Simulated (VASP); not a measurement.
# AlN (F-43m): a series in biaxial strain in the (110) plane

Wanted: the response of AlN to biaxial strain in the (110) plane, as a table, with a fit that predicts a row left out.

Calculated with VASP 6.6.1; LDA; plane waves and PAW (Al, N); cell typed or built by script, in the first sound run; inputs show where later runs differ.

**1. The structure**

The structure is cubic, space group F-43m (No. 216). Conventional cell: a = 4.380 Å, b = 4.380 Å, c = 4.380 Å, α = 90.00°, β = 90.00°, γ = 90.00°. Al has 4 N at 1.90 Å nearest. Nearest to N lie 4 Al at 1.90 Å. Farther neighbours and most contacts between anions are not listed.

**2. Relax the crystal, LDA**

The series starts from the cell that this level prefers, so that zero strain is near zero stress.

This step took 2 runs in a row; the last is shown.

Level: LDA; plane waves and PAW (Al, N); cell typed or built by script.

Contents of INCAR:

```
SYSTEM = AlN
PREC = Accurate
ENCUT = 600
EDIFF = 1E-07
NELM = 120
ISMEAR = 0
SIGMA = 0.02
LREAL = .FALSE.
ALGO = Normal
GGA = CA
NBANDS = 10
LASPH = .TRUE.
LORBIT = 11
LWAVE = .FALSE.
LCHARG = .FALSE.
KPAR = 12
IBRION = 2
NSW = 40
ISIF = 3
EDIFFG = -0.005
POTIM = 0.4
```

Contents of POSCAR:

```
AlN
1.0
    0.0000000000      2.1729629977      2.1729629977
    2.1729629977      0.0000000000      2.1729629977
    2.1729629977      2.1729629977      0.0000000000
Al N
1 1
Direct
    0.0000000000      0.0000000000      0.0000000000
    0.2500000000      0.2500000000      0.2500000000
```

Contents of KPOINTS:

```
Automatic mesh
0
Gamma
12 12 12
0 0 0
```

PAW data sets: Al and N (LDA family, release 64).

Started as:

```console
mpirun -np 12 vasp_std
```

What it wrote:

```text
[banner, memory and clock lines left out]
running   12 mpi-ranks, on    1 nodes
[...]
|                                                                             |
|           W    W    AA    RRRRR   N    N  II  N    N   GGGG   !!!           |
|           W    W   A  A   R    R  NN   N  II  NN   N  G    G  !!!           |
|           W    W  A    A  R    R  N N  N  II  N N  N  G       !!!           |
|           W WW W  AAAAAA  RRRRR   N  N N  II  N  N N  G  GGG   !            |
|           WW  WW  A    A  R   R   N   NN  II  N   NN  G    G                |
|           W    W  A    A  R    R  N    N  II  N    N   GGGG   !!!           |
|                                                                             |
|     For optimal performance we recommend to set                             |
|       NCORE = 2 up to number-of-cores-per-socket                            |
|     NCORE specifies how many cores store one orbital (NPAR=cpu/NCORE).      |
|     This setting can greatly improve the performance of VASP for DFT.       |
[...]
|     Unfortunately you need to use the default for GW and RPA                |
|     calculations (for HF NCORE is supported but not extensively tested      |
|     yet).                                                                   |
|                                                                             |

 LDA part: xc-table for (Slater(with rela. corr.)+CA(PZ))
 , standard interpolation
 POSCAR, INCAR and KPOINTS ok, starting setup
[...]
entering main loop
       N       E                     dE             d eps       ncg     rms          rms(c)
DAV:   1     0.121295161561E+02    0.12130E+02   -0.44324E+03  1456   0.769E+02
DAV:   2    -0.180827623717E+02   -0.30212E+02   -0.29360E+02  1794   0.139E+02
DAV:   3    -0.189339140754E+02   -0.85115E+00   -0.85003E+00  1774   0.232E+01
DAV:   4    -0.189373993829E+02   -0.34853E-02   -0.34851E-02  1628   0.172E+00
[...]
DAV:  10    -0.163761952241E+02   -0.19680E-04   -0.63420E-05  1566   0.609E-02    0.412E-02
DAV:  11    -0.163761938756E+02    0.13486E-05   -0.13174E-06  1622   0.881E-03    0.811E-03
DAV:  12    -0.163761938750E+02    0.57179E-09   -0.33902E-08   886   0.159E-03
   1 F= -.16376194E+02 E0= -.16376194E+02  d E =-.163762E+02
[...]
reached required accuracy - stopping structural energy minimisation
```

Run time: 2.2 s. Hardware: 12 MPI ranks of AMD EPYC 9R45, shared host; peak memory 1.5 GiB; 19 s of CPU time.

Lines that name or quote the potential files are left out of all logs, and their timing lines are given in words.

From OUTCAR (step 2):

```text
  Total        0.0012619      0.0012619      0.0012619      0.0000000      0.0000000      0.0000000
  in kB        0.0985223      0.0985223      0.0985223      0.0000000      0.0000000      0.0000000
  external PRESSURE =       0.0985223 kB  Pullay stress =       0.0000000 kB

 POSITION                                       TOTAL-FORCE (eV/Angst)
 -----------------------------------------------------------------------------------
      0.00000      0.00000      0.00000        -0.000000     -0.000000     -0.000000
      1.08648      1.08648      1.08648         0.000000      0.000000      0.000000
 -----------------------------------------------------------------------------------
    total drift:                               -0.000000     -0.000000     -0.000000

  FREE ENERGIE OF THE ION-ELECTRON SYSTEM (eV)
  ---------------------------------------------------
  free  energy   TOTEN  =       -16.3761938750 eV

  energy  without entropy=      -16.3761938750  energy(sigma->0) =      -16.37619387

 reached required accuracy - stopping structural energy minimisation

[... 3 further parts left out ...]
[key lines of the parts left out:]
E-fermi :   6.0464
```

Numbers from this step:

- energy(sigma→0) of the program: -16.3762 eV
- stress, compression positive: 0.01 along [110], 0.01 across it (mean), GPa
- volume: 20.520 Å³
- ionic steps: 1

**3. Strain along the normal, LDA**

One member in full: the plane is strained by -1.5 %, and the strain along the normal is moved by secant steps until the normal stress is under 0.012 GPa or five steps are spent; the atoms relax at each step.

This step took 4 runs, each at a new trial strain with the atoms of the one before; the last is shown.

Level: LDA; plane waves and PAW (Al, N); cell typed or built by script.

INCAR: that of step 2 with these lines changed.

```diff
@@ -15,7 +15,7 @@
 LCHARG = .FALSE.
-KPAR = 12
-IBRION = 2
-NSW = 40
-ISIF = 3
-EDIFFG = -0.005
-POTIM = 0.4
+KPAR = 3
+IBRION = 1
+NSW = 25
+ISIF = 2
+EDIFFG = -0.004
+POTIM = 0.3
```

Contents of POSCAR:

```
AlN
1.0
    0.0251991920      2.1655677450      2.1403685530
    2.1655677450      0.0251991920      2.1403685530
    2.1907669380      2.1907669380      0.0000000000
Al N
1 1
Direct
    0.0018324554      0.0018324554      0.9981675446
    0.2481675446      0.2481675446      0.2518324554
```

KPOINTS is that of step 2.

Started as:

```console
mpirun -np 3 vasp_std
```

What it wrote:

```text
[banner, memory and clock lines left out]
running    3 mpi-ranks, on    1 nodes
[...]
LDA part: xc-table for (Slater(with rela. corr.)+CA(PZ))
 , standard interpolation
 POSCAR, INCAR and KPOINTS ok, starting setup
[...]
entering main loop
       N       E                     dE             d eps       ncg     rms          rms(c)
DAV:   1     0.110992883955E+02    0.11099E+02   -0.43653E+03  5784   0.762E+02
DAV:   2    -0.181575374310E+02   -0.29257E+02   -0.28067E+02  6840   0.140E+02
DAV:   3    -0.189701021464E+02   -0.81256E+00   -0.81140E+00  6632   0.225E+01
DAV:   4    -0.189736087239E+02   -0.35066E-02   -0.35064E-02  6306   0.175E+00
[...]
DAV:  10    -0.163618250863E+02   -0.20375E-04   -0.55998E-05  6090   0.569E-02    0.394E-02
DAV:  11    -0.163618238510E+02    0.12352E-05   -0.18930E-06  6276   0.104E-02    0.547E-03
DAV:  12    -0.163618238599E+02   -0.89436E-08   -0.12087E-07  3534   0.288E-03
   1 F= -.16361824E+02 E0= -.16361824E+02  d E =-.163618E+02
 BRION: g(F)=  0.455E-06 g(S)=  0.000E+00
 reached required accuracy - stopping structural energy minimisation
```

Run time: 12 s. Hardware: 3 MPI ranks; peak memory 0.45 GiB; 32 s of CPU time.

Parts of OUTCAR (step 3):

```text
  Total        0.5536069      0.5536069      0.7233380     -0.5536632     -0.0000000     -0.0000000
  in kB       44.1884512     44.1884512     57.7362503    -44.1929416     -0.0000000     -0.0000000
  external PRESSURE =      48.7043842 kB  Pullay stress =       0.0000000 kB

 POSITION                                       TOTAL-FORCE (eV/Angst)
 -----------------------------------------------------------------------------------
      2.19077      2.19077      0.00784        -0.000000     -0.000000      0.002803
      1.09538      1.09538      1.06234         0.000000      0.000000     -0.002803
 -----------------------------------------------------------------------------------
    total drift:                               -0.000002     -0.000002      0.000069

  FREE ENERGIE OF THE ION-ELECTRON SYSTEM (eV)
  ---------------------------------------------------
  free  energy   TOTEN  =       -16.3618238599 eV

  energy  without entropy=      -16.3618238599  energy(sigma->0) =      -16.36182386

[... 1 part as in an earlier step ...]

[... 3 further parts left out ...]
[key lines of the parts left out:]
E-fermi :   6.3233
```

Read from the output:

```
energy(sigma→0) of the program : -16.3618 eV
stress, compression positive   : 0.00 along [110], 7.31 across it (mean), GPa
ionic steps                    : 1
```

**4. Band edges, TB-mBJ with spin-orbit coupling**

Short lines in KPOINTS_OPT sample the zone centre along and across the normal of the plane, for masses, and the other valleys.

Level: TB-mBJ, spin-orbit coupling; plane waves and PAW (Al, N); cell typed or built by script.

TB-mBJ has no energy functional, so the total energy, stress and pressure in this output mean nothing.

Contents of INCAR:

```
SYSTEM = AlN
PREC = Accurate
ENCUT = 600
EDIFF = 1E-06
NELM = 150
ISMEAR = 0
SIGMA = 0.02
LREAL = .FALSE.
ALGO = Normal
METAGGA = MBJ
LASPH = .TRUE.
LNONCOLLINEAR = .TRUE.
MAGMOM = 0 0 0 0 0 0
NBANDS = 18
GGA_COMPAT = .FALSE.
LSORBIT = .TRUE.
LWAVE = .FALSE.
LCHARG = .FALSE.
KPAR = 3
```

POSCAR is that of step 3.

Contents of KPOINTS:

```
Automatic mesh
0
Gamma
9 9 9
0 0 0
```

Contents of KPOINTS_OPT:

```
Line mode
6
Line-mode
Reciprocal
  0.00000000   0.00000000   0.00000000
  0.01232740   0.01232740   0.02465479

  0.00000000   0.00000000   0.00000000
 -0.01204380   0.01204380  -0.00000000

  0.31000000   0.31000000   0.00000000
  0.50000000   0.50000000   0.00000000

  0.00000000   0.31000000   0.31000000
  0.00000000   0.50000000   0.50000000

  0.45000000   0.45000000   0.45000000
  0.50000000   0.50000000   0.50000000

  0.45000000   0.00000000   0.00000000
  0.50000000   0.00000000   0.00000000

  0.42500000   0.42500000   0.00000000
  0.42520053   0.44223304   0.01743357

  0.50000000   0.50000000   0.50000000
  0.48795620   0.51204380   0.50000000
```

Started as:

```console
mpirun -np 3 vasp_ncl
```

What it wrote:

```text
[banner, memory and clock lines left out]
running    3 mpi-ranks, on    1 nodes
[...]
|                                                                             |
|               ----> ADVICE to this user running VASP <----                  |
|                                                                             |
|     You enforced a specific xc type in the INCAR file but a different       |
|     [... a line on the potential file left out ...]
|     I HOPE YOU KNOW WHAT YOU ARE DOING!                                     |
|                                                                             |

 LDA part: xc-table for (None), standard interpolation
 POSCAR, INCAR and KPOINTS ok, starting setup
[...]
entering main loop
       N       E                     dE             d eps       ncg     rms          rms(c)
DAV:   1     0.171564220956E+02    0.17156E+02   -0.39160E+03  8212   0.878E+02
DAV:   2    -0.208142673182E+02   -0.37971E+02   -0.34942E+02 10794   0.182E+02
DAV:   3    -0.224775447155E+02   -0.16633E+01   -0.16547E+01  9354   0.357E+01
DAV:   4    -0.224852134732E+02   -0.76688E-02   -0.76679E-02  8772   0.289E+00
[...]
DAV:  46    -0.166916286309E+02    0.51179E-05   -0.87158E-12  4050   0.302E-05    0.367E-05
DAV:  47    -0.166916415916E+02   -0.12961E-04   -0.84785E-11  4050   0.804E-05    0.893E-06
DAV:  48    -0.166916424721E+02   -0.88046E-06   -0.29187E-11  4050   0.651E-05
   1 F= -.16691642E+02 E0= -.16691642E+02  d E =-.717178E-39  mag=     0.0000    -0.0000     0.0000
 Start KPOINTS_OPT (optional k-point list driver)
k-point batch [1-48\48]
       N       E                     dE             ncg
DAV:   1     0.265922537627E+04   -0.91837E+04     1728
DAV:   2     0.855522375785E+03   -0.18037E+04     2412
DAV:   3     0.790148322590E+03   -0.65374E+02     1984
DAV:   4     0.789802906889E+03   -0.34542E+00     1868
DAV:   5     0.789799309680E+03   -0.35972E-02     1984
DAV:   6     0.789799252268E+03   -0.57412E-04     1920
DAV:   7     0.789799251219E+03   -0.10489E-05     1656
DAV:   8     0.789799251120E+03   -0.99242E-07     1096
```

Run time: 5.8 min. Hardware: 3 MPI ranks; peak memory 1.2 GiB.

Parts of OUTCAR (step 4):

```text
  LATTYP: Found a body centered orthorhombic cell.
 ALAT       =     3.0269382361
 B/A-ratio  =     1.0235465920
 C/A-ratio  =     1.4142135624

 Subroutine GETGRP returns: Found  4 space group operations
 (whereof  4 operations were pure point group operations)

The static configuration has the point symmetry C_2v.

 Found    225 irreducible k-points:

   k-points           NKPTS =    225   k-points in BZ     NKDIM =    225   number of bands    NBANDS=     18

   dimension x,y,z NGX =    24 NGY =   24 NGZ =   28
   dimension x,y,z NGXF=    48 NGYF=   48 NGZF=   56

   ENCUT  =  600.0 eV  44.10 Ry    6.64 a.u.   6.08  6.08  6.19*2*pi/ulx,y,z

   NELECT =       8.0000    total number of electrons

 E-fermi :   6.6474

 k-point     1 :       0.0000    0.0000    0.0000
  band No.  band energies     occupation
    ...
      4       6.2635      1.00000
      5       6.4129      1.00000
      6       6.4129      1.00000
      7       6.4696      1.00000
      8       6.4696      1.00000
      9      12.0342      0.00000
     10      12.0342      0.00000
     11      20.1181      0.00000
     12      20.1181      0.00000
     13      20.4453      0.00000
    ...

 k-point     2 :       0.1111   -0.0000    0.0000
  band No.  band energies     occupation
    ...
      4       5.5689      1.00000
      5       6.1946      1.00000
      6       6.1946      1.00000
      7       6.3649      1.00000
      8       6.3652      1.00000
      9      12.7539      0.00000
     10      12.7542      0.00000
     11      20.1512      0.00000
     12      20.1570      0.00000
     13      20.3234      0.00000
    ...

  Total       21.8981232     21.8981232     22.1610265     -0.5873848     -0.0000000     -0.0000000
  in kB     1747.8903322   1747.8903322   1768.8750630    -46.8845772     -0.0000004     -0.0000004
  external PRESSURE =    1754.8852425 kB  Pullay stress =       0.0000000 kB

 POSITION                                       TOTAL-FORCE (eV/Angst)
 -----------------------------------------------------------------------------------
      2.19077      2.19077      0.00784         0.000000      0.000000     -0.145473
      1.09538      1.09538      1.06234        -0.000000     -0.000000      0.145473
 -----------------------------------------------------------------------------------
    total drift:                                0.000471      0.000471     -0.393447

  FREE ENERGIE OF THE ION-ELECTRON SYSTEM (eV)
  ---------------------------------------------------
  free  energy   TOTEN  =       -16.6916424721 eV

  energy  without entropy=      -16.6916424721  energy(sigma->0) =      -16.69164247

 Spin-Orbit-Coupling matrix elements
 Ion:    1  E_soc:     -0.0000897
 Ion:    2  E_soc:     -0.0000474

[... 1 part as in an earlier step ...]

[... 7 further parts left out ...]
```

**5. Band edges, r2SCAN with spin-orbit coupling**

Short lines in KPOINTS_OPT sample the zone centre along and across the normal of the plane, for masses, and the other valleys.

Level: r2SCAN, spin-orbit coupling; plane waves and PAW (Al, N); cell typed or built by script.

INCAR: that of step 4 with these lines changed.

```diff
@@ -4,3 +4,3 @@
 EDIFF = 1E-06
-NELM = 150
+NELM = 100
 ISMEAR = 0
@@ -9,3 +9,3 @@
 ALGO = Normal
-METAGGA = MBJ
+METAGGA = R2SCAN
 LASPH = .TRUE.
```

POSCAR is that of step 4.

KPOINTS is that of step 4.

KPOINTS_OPT is that of step 4.

Started as:

```console
mpirun -np 3 vasp_ncl
```

What it wrote:

```text
[banner, memory and clock lines left out]
running    3 mpi-ranks, on    1 nodes
[...]
[... a notice as in an earlier step ...]

 LDA part: xc-table for (None), standard interpolation
 POSCAR, INCAR and KPOINTS ok, starting setup
[...]
entering main loop
       N       E                     dE             d eps       ncg     rms          rms(c)
DAV:   1    -0.224304885774E+02   -0.22430E+02   -0.39970E+03  8204   0.903E+02
DAV:   2    -0.607666742662E+02   -0.38336E+02   -0.35258E+02 10768   0.187E+02
DAV:   3    -0.624553007710E+02   -0.16886E+01   -0.16797E+01  9630   0.363E+01
DAV:   4    -0.624648006489E+02   -0.94999E-02   -0.94987E-02  8916   0.327E+00
[...]
DAV:  12    -0.579925446664E+02    0.18123E-05   -0.24470E-06  8248   0.157E-02    0.831E-03
DAV:  13    -0.579925478413E+02   -0.31749E-05   -0.44442E-07  6124   0.922E-03    0.435E-03
DAV:  14    -0.579925486641E+02   -0.82283E-06   -0.11419E-07  4162   0.449E-03
   1 F= -.57992549E+02 E0= -.57992549E+02  d E =-.158562E-26  mag=     0.0000    -0.0000     0.0000
 Start KPOINTS_OPT (optional k-point list driver)
k-point batch [1-48\48]
       N       E                     dE             ncg
DAV:   1     0.249927959429E+04   -0.93436E+04     1728
DAV:   2     0.694034047187E+03   -0.18052E+04     2420
DAV:   3     0.623481205030E+03   -0.70553E+02     1986
DAV:   4     0.623060702598E+03   -0.42050E+00     1962
DAV:   5     0.623055657425E+03   -0.50452E-02     1972
DAV:   6     0.623055564755E+03   -0.92670E-04     1994
DAV:   7     0.623055562834E+03   -0.19211E-05     1698
DAV:   8     0.623055562679E+03   -0.15528E-06     1074
```

The job ended after 6.4 min (3 MPI ranks; peak memory 1.1 GiB; 17 min of CPU time).

(Part 1 of 2 ends here.)

[Lines on the potential files, build, host, timing and source positions are cut from VASP's logs without a mark.]

[Logs are printed without paths, hosts, clocks, repeated set-up lines and the standing remarks that a program may print on its own settings, such as how far it seeks lower states.]

[Hosts, paths, dates, database ids (printed as entryN), source tags and the programs' standing remarks are cut or masked in the printed files.]

[In band tables of VASP the shares of atoms and orbitals are scaled to a sum of 1 inside the atoms' spheres.]
